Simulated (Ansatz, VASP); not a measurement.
## MgS in VASP and in Ansatz

```
Mg S
1.0
     3.27629    0.00000    0.00000
     0.00000    3.27629    0.00000
     0.00000    0.00000    3.27629
Mg S
1 1
Direct
  0.00000 0.00000 0.00000
  0.50000 0.50000 0.50000
```

Change from the starting cell: species swapped into the ZrIn type (P4/mmm, No. 123).

Alike in both runs: task relaxation of cell and atoms; functional PBE; k mesh 16 × 16 × 16; occupations gaussian, width 0.1 eV; no spin polarisation.

|  | VASP | Ansatz |
| --- | --- | --- |
| version | VASP 6.6.1 | Ansatz 0.2.0 |
| potentials or method | VASP PAW PBE potentials, release 64 (Mg, S) | scalar-relativistic, plane waves, PAW |
| plane-wave cutoff (eV) | 600 | 420 |
| valence electrons in the cell | 8 | 16 |

Ansatz gave:

| Item | Value |
| --- | --- |
| gap on the k mesh at the Fermi level, each at its own relaxed structure (eV) | none |
| relaxed volume (Å³/atom) | 17.57 |
| relaxed cell length with the largest relative difference (Å) | 3.275 |

Problem. What did VASP give for the same quantities?

Solution. gap on the k mesh at the Fermi level, each at its own relaxed structure (eV): none; relaxed volume (Å³/atom): 17.49; relaxed cell length with the largest relative difference (Å): 3.271.

A gap of «none» marks a metal or a gap that the smearing closes. The two sets of potentials don't hold the same shells in valence.
